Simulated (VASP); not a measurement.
Set up this calculation in VASP 6.6.1, as the native input.

```yaml
Task: relaxation of cell and atoms
Functional: PBE
Potentials_or_basis: VASP PAW PBE potentials, release 64 (Ag)
Cutoff: 600 eV
k_mesh: 18 × 18 × 18
Occupations: methfessel-paxton, width 0.1 eV
Spin: no spin polarisation
Further_INCAR_settings: ALGO = Normal; EDIFF = 1e-07; IBRION = 2; EDIFFG = -0.005; NSW = 90; ISIF = 3
```

The structure of Ag lies in POSCAR:

```
Ag                                      
1.0
    0.0000000000      2.0723772006      2.0723772006
    2.0723772006     -0.0000000000      2.0723772006
    2.0723772006      2.0723772006     -0.0000000000
  Ag            
     1
Direct
     0.0000000000000000    0.0000000000000000    0.0000000000000000
```

These files were run (other wordings do the same):

INCAR

```
PREC = Accurate
ENCUT = 600
EDIFF = 1E-7
ISMEAR = 1
SIGMA = 0.1
LREAL = F
LASPH = T
NELM = 80
ALGO = Normal
ISIF = 3
LWAVE = F
LCHARG = F
GGA = PE
IBRION = 2
NSW = 90
EDIFFG = -0.005
```

KPOINTS

```
Automatic mesh
0
Gamma
  18 18 18
```

Potentials or basis: VASP PAW PBE potentials, release 64 (Ag).

The run is started by

```sh
$ cat potpaw_PBE.64/Ag/POTCAR > POTCAR
$ mpirun -np 1 vasp_std > vasp.out
```

It gave:

```
Pressure after relaxing : 0.0 GPa
Band gap on the k mesh  : none (metal or under the smearing width)
```

Caveat: the relaxation stopped at its first step, so nothing moved.

Wall time 29 s on 1 thread of AMD EPYC 7R13 Processor (Zen 3), with other jobs on the host, peak memory 0.14 GiB.
